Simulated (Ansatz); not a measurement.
## Fe: energy against volume and a worked fit

Symmetry: Im-3m, No. 229, cubic system. Conventional cell: a = 2.886 Å, b = 2.886 Å, c = 2.886 Å, α = 90.00°, β = 90.00°, γ = 90.00°. Around Fe (site symmetry m-3m) lie 8 Fe at 2.50 Å.

The cell was scaled at fixed shape and fractions and run with Ansatz, Ansatz PAW, cutoff 500 eV; r2SCAN+D4, k mesh 13 × 13 × 13 on the cell of 1 atom, fermi-dirac occupations of 0.05 eV, collinear spin, ferromagnetic start, no spin-orbit coupling. The potentials were made for PBE. Energies are those that the program minimises, any entropy of the smearing included. For a metal such a mesh isn't converged to the digits shown. The magnetic state is the one that the start led to, which needn't be the lowest.

```tsv
V (Å³/atom)	energy over the lowest row (meV/atom)
11.2976	8.79
11.5380	0.96
11.7784	0.00
12.0187	5.23
12.2591	?
12.4995	31.00
12.7399	50.45
```

Task: Fit the third-order Birch-Murnaghan form, give V0, B0 and B′, and predict the energy left open.

Result: With y = (V0/V)^(2/3), E = E0 + (9 V0 B0/16) [(y - 1)³ B′ + (y - 1)² (6 - 4y)]. Least squares through the rows shown give V0 = 11.6913 Å³/atom, E0 = -0.38 meV, B0 = 206.6 GPa (1 eV/Å³ = 160.218 GPa) and B′ = 5.17, with a largest miss of 0.03 meV. At V = 12.2591 the form with these constants gives 15.75 meV; the run gave 15.79 meV an atom. Measured volume: 11.77 Å³/atom at 298 K (a printed reference work), so the fit lies -0.7 % from it. The runs are for a static lattice.
